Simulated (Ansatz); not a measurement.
# (001) slab of rocksalt SrO, 12.8 Å thick as cut, bare faces

Ansatz, PAW, plane waves, no spin–orbit coupling unless named; atoms relaxed with PBEsol, the curve by HSE06. The curve holds the local part of the PAW potentials, so its shape inside matter depends on the files.

```
CELL_PARAMETERS angstrom
2.56137 2.56137 0.00000
-2.56137 2.56137 0.00000
0.00000 0.00000 25.80687
ATOMIC_POSITIONS crystal
O 0.50181 0.49970 0.25570
O 0.50167 0.50036 0.45104
O 0.50154 0.50104 0.64995
O 0.00173 0.00011 0.35001
O 0.00147 0.00114 0.54892
O 0.00179 0.00123 0.74425
Sr 0.00158 0.99986 0.25333
Sr 0.00132 0.00074 0.45035
Sr 0.00151 0.00120 0.64878
Sr 0.50162 0.50009 0.35118
Sr 0.50114 0.50113 0.54960
Sr 0.50177 0.50122 0.74662
```

Planar mean of the electrostatic potential energy along the normal, from the vacuum level:

```csv
z (Å),v (eV)
0.00,0.00
0.29,0.00
0.72,0.00
1.00,0.00
1.29,0.00
1.72,0.00
2.01,0.00
2.29,0.00
2.72,0.00
3.01,0.00
3.44,-0.01
3.73,-0.02
4.01,-0.04
4.44,-0.10
4.73,-0.21
5.02,-0.44
5.45,-1.45
5.73,-3.48
6.02,-9.64
6.45,-21.12
6.74,-19.76
7.03,-11.60
7.46,-2.60
7.74,-1.51
8.17,-2.75
8.46,-7.71
8.75,-16.64
9.18,-20.87
9.46,-13.71
9.75,-5.48
10.18,-1.90
10.47,-1.82
10.75,-3.14
11.18,-12.61
11.47,-20.39
11.76,-20.81
12.19,-8.86
12.47,-3.19
12.90,-1.54
13.19,-2.22
13.48,-5.22
13.91,-17.78
14.19,-21.77
14.48,-17.00
14.91,-4.82
15.20,-2.25
15.48,-1.69
15.91,-3.47
16.20,-9.16
16.49,-17.98
16.92,-20.10
17.20,-12.13
17.49,-4.40
17.92,-1.53
18.21,-1.86
18.64,-7.29
18.93,-16.13
19.21,-21.59
19.64,-14.28
19.93,-5.75
20.22,-2.19
20.65,-0.63
20.93,-0.30
21.22,-0.15
21.65,-0.05
21.94,-0.03
22.22,-0.01
22.65,-0.01
22.94,0.00
23.37,0.00
23.66,0.00
23.94,0.00
24.37,0.00
24.66,0.00
24.95,0.00
25.38,0.00
25.66,0.00
```

Question: How far below the vacuum level do the top filled and the lowest empty level lie, by each functional?

Answer: PBEsol: 3.66 and 1.05 eV (gap 2.62 eV, a 6×6×1 mesh); HSE06: 4.38 and 0.85 eV (gap 3.53 eV, a 4×4×1 mesh); r²SCAN: 3.75 and 0.79 eV (gap 2.96 eV, a 4×4×1 mesh). Either level can be a surface state and not a band edge of the crystal.
